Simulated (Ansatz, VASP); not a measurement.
One calculation of PbS, two programs

The input INCAR:

```
PREC = Accurate ; ENCUT = 600
EDIFF = 1E-7 ; ISMEAR = 0
SIGMA = 0.1 ; LREAL = False
LASPH = True ; NELM = 60
ALGO = Normal ; ISIF = 4
LWAVE = False ; LCHARG = False
GGA = PE ; IBRION = 2
NSW = 25 ; EDIFFG = -0.1
```

The input KPOINTS:

```
regular mesh
0
Gamma
  6 6 4
```

File POSCAR:

```
PbS
1.0
    4.0896976867      0.0000000000      0.0000000000
   -2.0448488433      3.5417820905      0.0000000000
    0.0000000000      0.0000000000      3.7881670000
Pb S
1 1
Direct
    0.0000000000      0.0000000000      0.0000000000
    0.6666666667      0.3333333333      0.5000000000
```

Input for Ansatz:

```yaml
crystal:
  lattice:
    - [4.0896976867, 0.0, 0.0]
    - [-2.0448488433, 3.5417820905, 0.0]
    - [0.0, 0.0, 3.788167]
  atoms:
    - { symbol: Pb, position: [0.0, 0.0, 0.0] }
    - { symbol: S, position: [0.6666666667, 0.3333333333, 0.5] }
basis:
  ecutwfc: 420
kpoints:
  mp_grid: { grid: [6, 6, 4] }
hamiltonian:
  xc: pbe
scf:
  occupations: { method: gaussian, width: 0.1 }
output:
  forces: true
  stress: true
  eigenvalues: true
relax:
  adjacent_minimum: "off"
  f_tol: 0.1
  max_steps: 5
  cell: { fix: [volume] }
```

Alike in both runs: task relaxation of shape and atoms at fixed volume; functional PBE; k mesh 6 × 6 × 4; occupations gaussian, width 0.1 eV; no spin polarisation.

|  | VASP | Ansatz |
| --- | --- | --- |
| version | VASP 6.6.1 | Ansatz 0.2.0 |
| potentials or method | VASP PAW PBE potentials, release 64 (Pb_d, S) | scalar-relativistic, plane waves, PAW |
| plane-wave cutoff (eV) | 600 | 420 |
| valence electrons in the cell | 20 | 20 |

Ansatz gave:

* gap on the k mesh at the Fermi level, each at its own relaxed structure (eV): none
* relaxed volume (Å³/atom): 27.44
* relaxed cell length with the largest relative difference (Å): 3.824

Question: What did VASP give for the same quantities?

Answer: gap on the k mesh at the Fermi level, each at its own relaxed structure (eV): none; relaxed volume (Å³/atom): 27.44; relaxed cell length with the largest relative difference (Å): 3.811.

A gap of «none» marks a metal or a gap that the smearing closes.

Caveats: the k mesh is coarse (spacing up to 0.41 Å⁻¹), so the values aren't converged. The runs have no spin-orbit coupling, so splittings on Pb are missing.
